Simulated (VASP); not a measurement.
CaF2 (fluorite) relaxed at rising pressure, in one space group throughout; other phases were not tried. The pressures are those reached. Level of theory: PBE GGA, VASP's PBE PAW potentials (set 64) (plane waves; VASP 6.6.1).

```json
[
 {"P (GPa)": "-0.13", "V (Å³/atom)": "13.987", "k-mesh": "7×7×7"},
 {"P (GPa)": "5.08", "V (Å³/atom)": "13.192", "k-mesh": "7×7×7"},
 {"P (GPa)": "10.08", "V (Å³/atom)": "12.611", "k-mesh": "7×7×7"},
 {"P (GPa)": "20.04", "V (Å³/atom)": "11.751", "k-mesh": "7×7×7"},
 {"P (GPa)": "29.98", "V (Å³/atom)": "11.120", "k-mesh": "8×8×8"}
]
```

A change of mesh leaves a small step in the series.

Q: Fit an equation of state and predict the volume at 45.05 GPa.

A: Least squares on the third-order Birch-Murnaghan form, P = (3B0/2)(y⁷ − y⁵)[1 + (3/4)(B′ − 4)(y² − 1)] with y = (V0/V)^(1/3), gives V0 = 13.964 Å³/atom, B0 = 79 GPa and B′ = 4.5, and so 10.406 Å³/atom. The run gave 10.403 Å³/atom, -0.0 % from the fit.

Pressures at which the relaxation failed are left out.

The compound is CaF2 in the fluorite structure.
